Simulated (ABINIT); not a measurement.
The system is CdSe.

```xyz
2
Lattice="0.0000 3.0703 3.0703 3.0703 0.0000 3.0703 3.0703 3.0703 0.0000" Properties=species:S:1:pos:R:3 pbc="T T T"
Cd    0.0000    0.0000    0.0000
Se    1.5351    1.5351    1.5351
```

Measurements of this composition are mostly on another form, of space group No. 186.

Base run:

| Quantity | Value |
| --- | --- |
| Program | ABINIT 10.8.3 (patched build) |
| Functional | LDA |
| Potentials or basis | PseudoDojo NC SR LDA v0.4.1 standard |
| Cutoff | 1279 eV |
| k mesh | 6 × 6 × 6 |
| Occupations | fermi-dirac, width 0.05 eV |
| Spin | no spin polarisation |

Its results: band gap on the k mesh 0.27 eV, direct.

Q: The run is repeated on the same cell with these changes: functional from LDA to PBEsol; potentials or basis from PseudoDojo NC SR LDA v0.4.1 standard to PseudoDojo NC SR PBEsol v0.4.1 standard. What comes out?

A: Band gap on the k mesh 0.42 eV, direct.

